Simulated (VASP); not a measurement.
Write the native input for VASP 6.6.1 that does the following.

```yaml
Task: single point
Functional: PBE0
Potentials_or_basis: VASP PAW PBE potentials, release 64 (F_s, C_s, H_s)
Cutoff: 400 eV
k_mesh: 1 × 1 × 1
Occupations: gaussian, width 0.01 eV
Spin: no spin polarisation
Grid_for_exact_exchange_PRECFOCK: Fast
Exchange_at_q_=_0: default
Further_INCAR_settings: ALGO = Normal; EDIFF = 1e-06
```

F2CH2, in a box:

```
CELL_PARAMETERS angstrom
12.00000 0.00000 0.00000
0.00000 11.00000 0.00000
0.00000 0.00000 11.00000
ATOMIC_POSITIONS crystal
F 0.41092 0.52241 0.56648
F 0.59124 0.48874 0.56783
C 0.50121 0.50350 0.49551
H 0.48847 0.42022 0.44304
H 0.51414 0.58360 0.43835
```

One way to write it, as run:

POSCAR

```
H2CF2
1.0
   12.0000000000      0.0000000000      0.0000000000
    0.0000000000     11.0000000000      0.0000000000
    0.0000000000      0.0000000000     11.0000000000
F C H
2 1 2
Direct
    0.4109250000      0.5224136400      0.5664772700
    0.5912416700      0.4887409100      0.5678318200
    0.5012083300      0.5034954500      0.4955136400
    0.4884750000      0.4202227300      0.4430409100
    0.5141416700      0.5835954500      0.4383500000
```

INCAR.step1

```
SYSTEM = H2CF2
ALGO     = Normal         ! electronic algorithm
EDIFF    = 1E-5           ! SCF threshold, eV
ENCUT    = 400            ! plane-wave cutoff, eV
GGA      = PE             ! functional
ISIF     = 2              ! what is computed and relaxed
ISMEAR   = 0              ! smearing method
LASPH    = .True.         ! aspherical terms in the spheres
LCHARG   = .False.        ! write CHGCAR
LREAL    = .False.        ! projectors in reciprocal space
LWAVE    = .True.         ! write WAVECAR
NELM     = 80             ! most SCF steps
PREC     = Accurate       ! precision mode
SIGMA    = 0.01           ! smearing width, eV
```

INCAR.step2

```
SYSTEM = H2CF2
AEXX     = 0.25           ! exact-exchange fraction
ALGO     = Normal         ! electronic algorithm
EDIFF    = 1E-6           ! SCF threshold, eV
ENCUT    = 400            ! plane-wave cutoff, eV
GGA      = PE             ! functional
ISIF     = 2              ! what is computed and relaxed
ISMEAR   = 0              ! smearing method
ISTART   = 1            
LASPH    = .True.         ! aspherical terms in the spheres
LCHARG   = .False.        ! write CHGCAR
LHFCALC  = .True.         ! exact exchange
LREAL    = .False.        ! projectors in reciprocal space
LWAVE    = .False.        ! write WAVECAR
NELM     = 80             ! most SCF steps
PREC     = Accurate       ! precision mode
PRECFOCK = Fast         
SIGMA    = 0.01           ! smearing width, eV
```

KPOINTS

```
k-points
0
Gamma
  1 1 1
  0 0 0
```

Potentials or basis: VASP PAW PBE potentials, release 64 (F_s, C_s, H_s).

The run is started by

```console
$ cat potpaw_PBE.64/F_s/POTCAR potpaw_PBE.64/C_s/POTCAR potpaw_PBE.64/H_s/POTCAR > POTCAR
$ cp INCAR.step1 INCAR
$ mpirun -np 1 vasp_gam > vasp.out
$ cp INCAR.step2 INCAR
$ mpirun -np 1 vasp_gam > vasp.out
```

Results of the run:

- Largest force: 1.685 eV/Å
- Gap between the frontier levels: 9.69 eV

Caveat: the PAW data sets were made with another functional, which shifts forces and pressure a little.

Wall time 74 s on 1 thread of AMD EPYC 9R45 96-Core Processor (Zen 5) (shared host), peak memory 0.75 GiB.
